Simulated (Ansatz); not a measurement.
**AlRu: how the settings move a single-point run**

Question: which choices in the input matter for AlRu?

Method: reference: DFT, PBE, PAW with Ansatz's default frozen-core files, scalar-relativistic, in Ansatz 0.2.0.

## Step 1: The system as given

It takes space group P4/mmm (No. 123, tetragonal). Conventional cell: a = 2.977 Å, b = 2.977 Å, c = 3.022 Å, α = 90.00°, β = 90.00°, γ = 90.00°. Al (site symmetry 4/mmm) has 8 Ru at 2.59 Å and 6 Al at 2.98 to 3.02 Å in its first shell of neighbours. Around Ru (site symmetry 4/mmm) lie 8 Al at 2.59 Å and 6 Ru at 2.98 to 3.02 Å.

Structure file:

```cif
data_structure
_symmetry_space_group_name_H-M 'P 1'
_symmetry_Int_Tables_number 1
_cell_length_a 2.9768
_cell_length_b 2.9768
_cell_length_c 3.0215
_cell_angle_alpha 90.000
_cell_angle_beta 90.000
_cell_angle_gamma 90.000
_cell_volume 26.77
loop_
_atom_site_label
_atom_site_type_symbol
_atom_site_fract_x
_atom_site_fract_y
_atom_site_fract_z
_atom_site_occupancy
Al1 Al 0.00000 0.00000 0.00000 1
Ru1 Ru 0.50000 0.50000 0.50000 1
```

## Step 2: Reference

Input file input.yaml:

```yaml
crystal:
  lattice:
    - [2.9767532582, 0.0, 0.0]
    - [0.0, 2.9767532582, 0.0]
    - [0.0, 0.0, 3.021516]
  atoms:
    - { symbol: Al, position: [0.0, 0.0, 0.0] }
    - { symbol: Ru, position: [0.5, 0.5, 0.5] }
kpoints:
  mp_grid: { grid: [12, 12, 12] }
scf:
  occupations: { method: fermi_dirac, width: 0.05 }
hamiltonian:
  xc: pbe
  pseudopotentials: { kind: paw }
output:
  forces: true
  stress: true
  eigenvalues: true
  efg: { contact_densities: true }
```

Run with:

```
> ansatz run input.yaml --threads 1 --pin off --max-ram 2048MiB --backend cpu --events-out ev --progress --plain --runs-dir out
```

The main lines of its log:

```text
[...]
Basis set: ecut = 420 eV, 503 PW (Γ), exchange–correlation on 40×40×48 points (8 copies of the dense FFT grid, shifted against one another)
[...]
k-points: 196 of 1728
[...]
SCF iter   1: F=—  HF=-6417.476169 eV  |F-HF|=—  |Δ(HF+E_count)|=         —  Δρ=4.22e-3  dr2=4.00e-3  ethr=1.77e-3  ⟨swp⟩=5.1  Hψ=14583  notcnv=0
preconditioner: auto → none  [metal: Δε(μ)=0.011 eV  Ē_g=8.870 eV  σ=0.050 eV  W_gap=0.06  n_scr=6 (ndim 8)  ℏωp=23.8 eV  f_vac=0.000  D(μ)=1.46/eV (n_scr^D=18)  sad-step TF]
SCF iter   2: F=—  HF=-6417.475549 eV  |F-HF|=—  |Δ(HF+E_count)|=   6.19e-4  Δρ=2.46e-3  dr2=1.61e-3  ethr=2.11e-5  ⟨swp⟩=2.0  Hψ=4775  notcnv=0  defer=3
[...]
SCF iter   5: F=-6417.475182 eV  HF=-6417.475182 eV  |F-HF|=3.79e-8  |Δ(HF+E_count)|=   6.37e-8  Δρ=1.75e-5  dr2=5.47e-8  ethr=5.51e-9  ⟨swp⟩=2.4  Hψ=4442  notcnv=0  defer=3
SCF iter   6: F=-6417.475182 eV  HF=-6417.475182 eV  |F-HF|=1.32e-9  |Δ(HF+E_count)|=   1.53e-8  Δρ=3.58e-6  dr2=1.94e-9  ethr=2.88e-10  ⟨swp⟩=2.8  Hψ=10493  notcnv=0
[...]
SCF converged after 6 iterations
Free energy (F): -6417.475182 eV
[...]
E sigma→0 (E₀):  -6417.469222 eV
[...]
Fermi energy:    16.106034 eV
[...]
  P = ⅓ Tr σ = 2.5082 GPa (25.082 kbar)
[...]
```

Run time: 5.2 s. Hardware: 1 thread of Arm Neoverse V1, shared host; peak memory 0.37 GiB.

## Step 3: Changing settings: ecutwfc 200 eV, ecutrho_ratio 8

Edit input.yaml of step 2 so:

```diff
@@ -20 +20,4 @@
   efg: { contact_densities: true }
+basis:
+  ecutwfc: "200 eV"
+  ecutrho_ratio: 8
```

Run with:

```
> ansatz run input.yaml --threads 1 --pin off --max-ram 2048MiB --backend cpu --events-out ev --progress --plain --runs-dir out
```

Output, shortened:

```text
Warning: basis.ecutwfc = 200 eV is below the records' recommended 420 eV, and the density's cutoff is lower with it unless basis.ecutrho_ratio is high enough to keep the records' density cutoff: compare with a run at a higher cutoff
Warning: basis.ecutrho_ratio = 8 (ecutrho = 1600 eV) is below the records' recommended 1680 eV
Ru: output.efg is read without spin–orbit coupling, which moves field gradients at and beside such atoms by some per cent and up to a factor of two; PAW files take it under magnetization.noncollinear and magnetization.spin_orbit
[...]
Pseudopotentials: kind: paw
Pseudopotential: Al, paw, valence charge 3, recommended cutoff 420 eV (normal)
Pseudopotential: Ru, paw, valence charge 16, recommended cutoff 420 eV (normal)
Functional definition: PBE
[...]
Crystal: 2 atoms, lattice volume = 26.774 Å³
Basis set: ecut = 200 eV, 171 PW (Γ), exchange–correlation on 40×40×40 points (8 copies of the dense FFT grid, shifted against one another)
Bands: 14, of which v1, the nominal top of the filled ones, is band 10 counted from 1 (9 counted from 0)
Symmetry: 16 space group operations
Space group: P4/mmm (ITA 123), of the structure as read, at distance tolerance 3.0e-5 Å
k-points: 196 of 1728
[...]
SCF iter   1: F=—  HF=-6409.033999 eV  |F-HF|=—  |Δ(HF+E_count)|=         —  Δρ=1.14e-1  dr2=2.29e0  ethr=1.77e-3  ⟨swp⟩=5.1  Hψ=12614  notcnv=0
[...]
SCF iter   7: F=-6408.338062 eV  HF=-6408.338062 eV  |F-HF|=1.25e-8  |Δ(HF+E_count)|=   1.16e-7  Δρ=8.79e-6  dr2=1.58e-8  ethr=5.26e-10  ⟨swp⟩=4.3  Hψ=8224  notcnv=0
[...]
SCF converged after 7 iterations
Free energy (F): -6408.338062 eV
[...]
E sigma→0 (E₀):  -6408.332385 eV
Entropy (-TS):   -0.011356 eV (-5.678 meV/atom)
Fermi energy:    16.340654 eV
[...]
--- Forces (eV/Å), atoms counted from 1 ---
  atom   1  Al    -0.00000000     0.00000000     0.00000000
  atom   2  Ru     0.00000000    -0.00000000     0.00000000
[...]
--- Stress (GPa, compression-positive) ---
       15.720985       0.000000       0.000000
        0.000000      15.720985       0.000000
        0.000000       0.000000       6.993043
  P = ⅓ Tr σ = 12.8117 GPa (128.117 kbar)
--- PAW observables at the nuclei: V_zz in 10²¹ V/m², potentials from the cell's mean, atoms counted from 1 ---
  atom   1  Al V_zz =    -0.000912   η = 0.0000   by run symmetry: allowed
            electrostatic potential = -1239.623533 V   contact ρ = 10083.637772 e/Å³
  atom   2  Ru V_zz =    +0.779638   η = 0.0000   by run symmetry: allowed
            electrostatic potential = -6792.021977 V   contact ρ = 719478.366165 e/Å³
--- Band table (eV; the first three rows and the last of 196) ---
  k-point 0: bands = ["-57.6193", "-26.6148", "-26.6148", "-26.6148", "6.4980", "12.4491", "12.4516", "16.5827", "16.5827", "16.6315", "22.2167", "22.6619", "22.6619", "27.0077"]
[...]
```

It took 3.6 s on 1 thread of Arm Neoverse V1, shared host; peak memory 0.33 GiB.

Changing the cutoff and numerical grids moves the energy by +4.57 eV/atom, and the pressure goes from 2.5 to 12.8 GPa. The log warns that the cutoff is under what these potentials recommend, so the shift holds truncation error. Cost: 7 SCF cycles against 6, 3.6 s against 5.2 s. The variant is not converged in its settings.

## Step 4: Side by side

```tsv
run	ending	energy change	pressure (GPa)	gap (eV)	force (eV/Å)	cycles	time
reference	converged	0	2.5	0.00	0.00	6	5.2 s
1: ecutwfc 200 eV, ecutrho_ratio 8	converged	+4.57 eV/atom	12.8	0.00	0.00	7	3.6 s
```

Residual by cycle in the longest SCF loop of each run; runs are numbered as in the table. The quantity is the density residual dr2, in eV.

```tsv
cycle	reference	run 1
1	0.004	2.29
2	0.00161	0.701
3	1.5e-5	0.00112
4	1.0e-6	1.2e-5
5	5.5e-8	3.6e-6
6	1.9e-9	3.7e-7
7	-	1.6e-8
```

**Reading.** Changing the cutoff and numerical grids moves the energy by +4.57 eV/atom, and the pressure goes from 2.5 to 12.8 GPa. The log warns that the cutoff is under what these potentials recommend, so the shift holds truncation error. Cost: 7 SCF cycles against 6, 3.6 s against 5.2 s. Run 1 ran under the cutoff that the potentials recommend, as the log warns, so basis error is mixed into its values.
